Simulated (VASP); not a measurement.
# C (Im-3m) in VASP: notebook

The runs below take C through single point, relaxation of cell and atoms, with PBE.

Program: VASP 6.6.1. These are calculated values, not measurements. Logs are shortened: lines on timing, memory, paths and dates and some standing lists are left out, and cuts for length are marked.

### Step 1. The crystal as given

It takes space group Im-3m (No. 229, cubic). The conventional cell has a = 2.373 Å, b = 2.373 Å, c = 2.373 Å, α = 90.00°, β = 90.00°, γ = 90.00°. C (site symmetry m-3m) is surrounded by 8 C at 2.06 Å.

The cell was built by a generator and needn't be a form met in nature.

### Step 2. Single point, PBE

The input, INCAR:

```
SYSTEM = C
PREC = Accurate ; ENCUT = 520
EDIFF = 1E-7 ; ISMEAR = 0
SIGMA = 0.1 ; LREAL = .FALSE.
LASPH = .TRUE. ; NELM = 60
ALGO = Normal ; ISIF = 2
LWAVE = .FALSE. ; LCHARG = .FALSE.
GGA = PE ; NBANDS = 8
```

The input, KPOINTS:

```
Automatic mesh
0
G
  32 32 32
  0 0 0
```

The input, POSCAR:

```
C
1.0
   -1.1865140227      1.1865140227      1.1865140227
    1.1865140227     -1.1865140227      1.1865140227
    1.1865140227      1.1865140227     -1.1865140227
C
1
Direct
    0.0000000000      0.0000000000      0.0000000000
```

Potentials or basis: VASP PAW PBE potentials, release 64 (C).

On the command line:

```console
cat potpaw_PBE.64/C/POTCAR > POTCAR
mpirun -np 1 vasp_std > vasp.out
```

OUTCAR:

```text
SYSTEM = C
   PREC = Accurate
   ENCUT = 520
   EDIFF = 1E-7
   ISMEAR = 0
   LREAL = .FALSE.
   LASPH = .TRUE.
   NELM = 60
   ISIF = 2
   GGA = PE

 ion  position               nearest neighbor table
   1  0.000  0.000  0.000-

  LATTYP: Found a body centered cubic cell.
 ALAT       =     2.3730280454

  Lattice vectors:

 A1 = (  -1.1865140227,   1.1865140227,   1.1865140227)
 A2 = (   1.1865140227,  -1.1865140227,   1.1865140227)
 A3 = (   1.1865140227,   1.1865140227,  -1.1865140227)

Analysis of symmetry for initial positions (statically):
=====================================================================
 Subroutine PRICEL returns:
 Original cell was already a primitive cell.

 Routine SETGRP: Setting up the symmetry group for a
 body centered cubic supercell.

 Subroutine GETGRP returns: Found 48 space group operations
 (whereof 48 operations were pure point group operations)
 out of a pool of 48 trial point group operations.

The static configuration has the point symmetry O_h .

Analysis of symmetry for dynamics (positions and initial velocities):
=====================================================================
 Subroutine PRICEL returns:
 Original cell was already a primitive cell.

 Routine SETGRP: Setting up the symmetry group for a
 body centered cubic supercell.

 Subroutine GETGRP returns: Found 48 space group operations
 (whereof 48 operations were pure point group operations)
 out of a pool of 48 trial point group operations.

The dynamic configuration has the point symmetry O_h .

 Subroutine INISYM returns: Found 48 space group operations
 (whereof 48 operations are pure point group operations),
 and found     1 'primitive' translations

----------------------------------------------------------------------------------------

                                     Primitive cell

  volume of cell :       6.6816

  direct lattice vectors                    reciprocal lattice vectors
    -1.186514023  1.186514023  1.186514023     0.000000000  0.421402521  0.421402521
     1.186514023 -1.186514023  1.186514023     0.421402521  0.000000000  0.421402521
     1.186514023  1.186514023 -1.186514023     0.421402521  0.421402521  0.000000000

  length of vectors
     2.055102571  2.055102571  2.055102571     0.595953160  0.595953160  0.595953160

  position of ions in fractional coordinates (direct lattice)
     0.000000000  0.000000000  0.000000000

  ion indices of the primitive-cell ions
   primitive index   ion index
                 1           1

----------------------------------------------------------------------------------------

 KPOINTS: Automatic mesh

Automatic generation of k-mesh.
 Grid dimensions read from file:
 generate k-points for:   32   32   32

 Generating k-lattice:

  Cartesian coordinates                     Fractional coordinates (reciprocal lattice)
     0.000000000  0.013168829  0.013168829     0.031250000  0.000000000  0.000000000
     0.013168829  0.000000000  0.013168829     0.000000000  0.031250000  0.000000000
     0.013168829  0.013168829  0.000000000     0.000000000  0.000000000  0.031250000

  Length of vectors
     0.018623536  0.018623536  0.018623536

  Shift w.r.t. Gamma in fractional coordinates (k-lattice)
     0.000000000  0.000000000  0.000000000

 Subroutine IBZKPT returns following result:
 ===========================================

 Found    897 irreducible k-points:

 Following reciprocal coordinates:
            Coordinates               Weight
  0.000000  0.000000  0.000000      1.000000
  0.031250  0.000000  0.000000     12.000000
  0.062500  0.000000  0.000000     12.000000
  0.093750  0.000000  0.000000     12.000000
  0.125000  0.000000  0.000000     12.000000
  0.156250  0.000000  0.000000     12.000000
[... 16 lines left out ...]
  0.187500  0.031250  0.000000     48.000000
  0.218750  0.031250  0.000000     48.000000
 [... further k-points ...]
   k-points           NKPTS =    897   k-points in BZ     NKDIM =    897   number of bands    NBANDS=      8
   number of dos      NEDOS =    301   number of ions     NIONS =      1
   total plane-waves  NPLWV =   4096
   dimension x,y,z NGX =    16 NGY =   16 NGZ =   16
   dimension x,y,z NGXF=    32 NGYF=   32 NGZF=   32
   ions per type =               1
   NGX,Y,Z   is equivalent  to a cutoff of  12.94, 12.94, 12.94 a.u.
   NGXF,Y,Z  is equivalent  to a cutoff of  25.89, 25.89, 25.89 a.u.
 SYSTEM =  C
   PREC   = accura    normal or accurate (medium, high low for compatibility)
   ISTART =      0    job   : 0-new  1-cont  2-samecut
   ICHARG =      2    charge: 1-file 2-atom 10-const
   ISPIN  =      1    spin polarized calculation?
   LNONCOLLINEAR =      F non collinear calculations
   LSORBIT =      F    spin-orbit coupling
   LASPH  =      T    aspherical Exc in radial PAW
   ENCUT  =  520.0 eV  38.22 Ry    6.18 a.u.   3.82  3.82  3.82*2*pi/ulx,y,z
   NELM   =     60;   NELMIN=  2; NELMDL= -5     # of ELM steps
   EDIFF  = 0.1E-06   stopping-criterion for ELM
   LREAL  =      F    real-space projection
   EDIFFG = 0.1E-05   stopping-criterion for IOM
   NSW    =      0    number of steps for IOM
   IBRION =     -1    ionic relax: 0-MD 1-quasi-New 2-CG
   NFREE  =      0    steps in history (QN), initial steepest desc. (CG)
   ISIF   =      2    stress and relaxation
   ISYM   =      2    0-nonsym 1-usesym 2-fastsym
   POTIM  = 0.5000    time-step for ionic-motion
   TEBEG  =    0.0;   TEEND  =   0.0 temperature during run
   PSTRESS=    0.0 pullay stress
   NELECT =       4.0000    total number of electrons
   NUPDOWN=      -1.0000    fix difference up-down
   EMIN   =  10.00;   EMAX   =-10.00  energy-range for DOS
   EFERMI =   0.00;   METHOD = LEGACY
   ISMEAR =     0;   SIGMA  =   0.10  broadening in eV -4-tet -1-fermi 0-gaus
   EFERMI_NEDOS =   21; number of points for ismear=-14 and -15
   IALGO  =     38    algorithm
   IMIX   =      4    mixing-type and parameters
     AMIX     =   0.40;   BMIX     =  1.00
     AMIX_MAG =   1.60;   BMIX_MAG =  1.00
  volume/ion in A,a.u.               =       6.68        45.09
  Fermi-wavevector in a.u.,A,eV,Ry     =   1.379755  2.607359 25.901733  1.903724
  Thomas-Fermi vector in A             =   2.504695
   LORBIT       =      0    0 simple, 1 ext, 2 COOP (PROOUT), +10 PAW based schemes
   GGA     = PE    functional components
   LHFCALC =     F    Hartree Fock is set to
   AEXX    =    0.0000 exact exchange contribution
   IVDW    =     0    specifies the selected vdW correction
   LEPSILON=     F    determine dielectric tensor
   LRPA    =     F    only Hartree local field effects (RPA)
 non-spin polarized calculation
 Gauss-broadening in eV      SIGMA  =   0.10
  energy-cutoff  :      520.00
  volume of cell :        6.68
 maximum number of plane-waves:       190
   NGX =  7   NGY =  7   NGZ =  7

 number of electron       4.0000000 magnetization

 Free energy of the ion-electron system (eV)
  ---------------------------------------------------
  ext. energy  EPLUGINS =         0.00000000
  ---------------------------------------------------
  free energy    TOTEN  =        -4.87511864 eV

  energy without entropy =       -4.87309895  energy(sigma->0) =       -4.87410880

 E-fermi :   8.4772     XC(G=0): -13.1250

 val. band max:        8.4720598321   @ k =   0.2813   0.2188   0.0000
 cond. band min:       8.4779508512   @ k =  -0.3438   0.3750   0.2812
 fundamental gap:      0.0058910191
 Fermi energy:         8.4772137551

 k-point     1 :       0.0000    0.0000    0.0000
  band No.  band energies     occupation
      1     -11.1112      2.00000
      2      17.5697      0.00000
      3      17.5697      0.00000
      4      17.5697      0.00000
      5      41.7317      0.00000
      6      41.7317      0.00000
      7      41.7317      0.00000
      8      43.9146      0.00000

 k-point     2 :       0.0313    0.0000    0.0000
  band No.  band energies     occupation
      1     -11.0674      2.00000
      2      17.4624      0.00000
      3      17.5075      0.00000
      4      17.5573      0.00000
      5      41.3751      0.00000
      6      41.4258      0.00000
      7      41.8870      0.00000
      8      43.9178      0.00000

 k-point     3 :       0.0625    0.0000    0.0000
  band No.  band energies     occupation
      1     -10.9362      2.00000
      2      17.1404      0.00000
      3      17.3267      0.00000
      4      17.5204      0.00000
      5      40.3809      0.00000
      6      40.5169      0.00000
      7      42.3471      0.00000
      8      43.9305      0.00000

 k-point     4 :       0.0938    0.0000    0.0000
  band No.  band energies     occupation
      1     -10.7177      2.00000
      2      16.6082      0.00000
      3      17.0427      0.00000
      4      17.4592      0.00000
      5      38.8659      0.00000
      6      39.4590      0.00000
      7      43.0952      0.00000
      8      43.9224      0.00000

 k-point     5 :       0.1250    0.0000    0.0000
  band No.  band energies     occupation
      1     -10.4119      2.00000
      2      15.8741      0.00000
      3      16.6788      0.00000
      4      17.3768      0.00000
      5      37.3130      0.00000
      6      38.3619      0.00000
      7      43.6291      0.00000
      8      43.9034      0.00000
[... 177 lines left out ...]
 k-point    22 :       0.1562    0.0313   -0.0000
  band No.  band energies     occupation
      1      -9.7579      2.00000
      2      14.3974      0.00000
      3      16.0002      0.00000
      4      17.1499      0.00000
      5      35.2352      0.00000
      6      36.6960      0.00000
      7      42.8691      0.00000
      8      43.9767      0.00000

 k-point    23 :       0.1875    0.0312    0.0000
  band No.  band energies     occupation
      1      -9.2358      2.00000
      2      13.2481      0.00000
      3      15.5276      0.00000
      4      17.0207      0.00000
      5      34.1194      0.00000
      6      35.7698      0.00000
      7      42.7396      0.00000
      8      43.9968      0.00000

 k-point    24 :       0.2188    0.0313    0.0000
  band No.  band energies     occupation
      1      -8.6282      2.00000
      2      11.9682      0.00000
      3      15.0589      0.00000
      4      16.8822      0.00000
      5      33.1874      0.00000
      6      34.9230      0.00000
      7      42.7180      0.00000
      8      44.0069      0.00000

 [... further k-points ...]

------------------------ aborting loop because EDIFF is reached ----------------------------------------

  FORCE on cell =-STRESS in cart. coord.  units (eV):
  Direction    XX          YY          ZZ          XY          YZ          ZX
  --------------------------------------------------------------------------------------
  -------------------------------------------------------------------------------------
  Total        0.0051235      0.0051235      0.0051235      0.0000000      0.0000000     -0.0000000
  in kB        1.2285574      1.2285574      1.2285574      0.0000000      0.0000000     -0.0000000
  external PRESSURE =       1.2285574 kB  Pullay stress =       0.0000000 kB

 VOLUME and BASIS-vectors are now :
 -----------------------------------------------------------------------------
  energy-cutoff  :      520.00
  volume of cell :        6.68
      direct lattice vectors                 reciprocal lattice vectors
    -1.186514023  1.186514023  1.186514023     0.000000000  0.421402521  0.421402521
     1.186514023 -1.186514023  1.186514023     0.421402521  0.000000000  0.421402521
     1.186514023  1.186514023 -1.186514023     0.421402521  0.421402521  0.000000000

 POSITION                                       TOTAL-FORCE (eV/Angst)
 -----------------------------------------------------------------------------------
      0.00000      0.00000      0.00000         0.000000     -0.000000      0.000000
 -----------------------------------------------------------------------------------
    total drift:                                0.000000      0.000000      0.000000

  FREE ENERGIE OF THE ION-ELECTRON SYSTEM (eV)
  ---------------------------------------------------
  free  energy   TOTEN  =        -4.8751186373 eV

  energy  without entropy=       -4.8730989534  energy(sigma->0) =       -4.87410880
```

Wall time 20 s (1 thread of Intel Xeon Platinum 8488C (Sapphire Rapids), shared host); peak memory 0.14 GiB.

Results:

| Quantity | Value |
| --- | --- |
| Free energy | -4.8751 eV |
| Pressure | 0.1 GPa |
| Band gap on the k mesh | none (metal or under the smearing width) |

Levels at points of the mesh, in eV from the Fermi level:
| k point | band 1 | band 2 | band 3 | band 4 | band 5 |
| --- | --- | --- | --- | --- | --- |
| (0.00, 0.00, 0.00) | -19.59 | 9.09 | 9.09 | 9.09 | 33.25 |
| (0.50, 0.00, 0.00) | -8.82 | -8.57 | 4.45 | 7.69 | 21.69 |
| (0.50, 0.50, 0.50) | -1.53 | -1.53 | -1.53 | 0.60 | 12.01 |

(Part 1 of 2 ends here.)
